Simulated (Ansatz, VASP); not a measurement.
## Te2Mo: VASP beside Ansatz

```
CELL_PARAMETERS angstrom
0.00000 3.36763 3.36763
3.36763 0.00000 3.36763
3.36763 3.36763 0.00000
ATOMIC_POSITIONS crystal
Te 0.25000 0.25000 0.25000
Te 0.75000 0.75000 0.75000
Mo 0.00000 0.00000 0.00000
```

Alike in both runs: functional PBE; k mesh 12 × 12 × 12; occupations gaussian, width 0.1 eV; collinear spin.

Ansatz relaxed the structure, and its values are those at the end. VASP's run is a single point on that final structure, the one shown.

|  | VASP | Ansatz |
| --- | --- | --- |
| version | VASP 6.6.1 | Ansatz 0.2.0 |
| potentials or method | VASP PAW PBE potentials, release 64 (Te, Mo_sv) | scalar-relativistic, plane waves, PAW |
| plane-wave cutoff (eV) | 520 | 420 |
| valence electrons in the cell | 26 | 46 |

Ansatz gave:

* gap on the k mesh at the Fermi level (eV): none
* pressure (GPa): 0.0
* net moment per atom (μB): 0.55
* size of the moment on the site where the two differ most (μB): 1.30

Question: Which values does VASP return?

Answer: gap on the k mesh at the Fermi level (eV): none; pressure (GPa): 0.0; net moment per atom (μB): 0.54; size of the moment on the site where the two differ most (μB): 1.35.

Site moments also hang on the region over which each program counts them. A gap of «none» marks a metal or a gap that the smearing closes. The two sets of potentials don't hold the same shells in valence.

Spin-orbit coupling is left out, which matters for the levels of Te.
